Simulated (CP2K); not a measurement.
The system is CuO.

```
Cu O
1.0
     2.99327    0.00000    0.00000
     1.49663    2.59225    0.00000
     1.49663    0.86408    4.88799
Cu O
2 2
Direct
  0.50389 0.47699 0.48801
  0.00389 0.97699 0.98801
  0.74611 0.77301 0.76199
  0.24611 0.27301 0.26199
```

The cell comes from a database or a generator and needn't be the stable form of this composition.

The cell isn't the ideal one: atoms moved 0.2 Å in one direction.

Base run:

* Program: CP2K 2026.2
* Functional: optB88-vdW
* Potentials or basis: POTENTIAL_UZH Cu GTH-PBE-q11, O GTH-PBE-q6; TZVP-MOLOPT-PBE-GTH basis
* Density cutoff: 11565 eV
* k mesh: 10 × 10 × 6
* Occupations: fermi-dirac, width 0.05 eV
* Spin: no spin polarisation

Its results: band gap on the k mesh none (metal or under the smearing width); pressure 8.6 GPa; largest force 1.385 eV/Å.

After a change of settings the same cell gave: band gap on the k mesh none (metal or under the smearing width); pressure 0.2 GPa; largest force 1.249 eV/Å. Which change was it?
A. functional from optB88-vdW to rev-vdW-DF2
B. functional from optB88-vdW to LDA
C. functional from optB88-vdW to PBEsol

C.

Caveats: the potentials were made for another functional, which shifts forces and pressure; the basis of atomic orbitals isn't converged, which shifts pressures, moduli and gaps; the run has no spin polarisation, though such a crystal can be magnetic; semilocal functionals often make such compounds metallic where correlation or magnetic order opens a gap, which also shifts bond lengths.

Runs at the PBE level aren't shown here.
